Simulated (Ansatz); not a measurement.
## KBr: equation of state with PBEsol

The system is KBr.

```
Br K
1.0
     0.00000    3.30000    3.30000
     3.30000    0.00000    3.30000
     3.30000    3.30000    0.00000
Br K
1 1
Direct
  0.50000 0.50000 0.50000
  0.00000 0.00000 0.00000
```

```
Program             : Ansatz 0.2.0
Task                : equation of state
Functional          : PBEsol
Potentials or basis : all-electron LAPW, point nuclei
Basis error allowed : 0.0005 eV/atom
k mesh              : 7 × 7 × 7
Occupations         : fermi-dirac, width 0.05 eV
Spin                : collinear spin, ferromagnetic start
Starting moments    : [0.5, 0.0] μB
```

The equilibrium volume is 35.12 Å³/atom and the bulk modulus is 15.4 GPa. The pressure derivative of the bulk modulus is 5.0.

Energy against volume, from the lowest point:
| volume (Å³/atom) | energy (meV/atom) |
| --- | --- |
| 33.781 | 2.66 |
| 34.500 | 0.54 |
| 35.218 | 0.00 |
| 35.937 | 0.85 |
| 36.656 | 2.93 |
| 37.374 | 6.11 |
| 38.093 | 10.24 |

All runs of the series together: 2.5 min on 1 thread of AMD EPYC 7R43 64-Core Processor (Zen 3), on a shared host.

Caveat: the starting moments weren't kept.
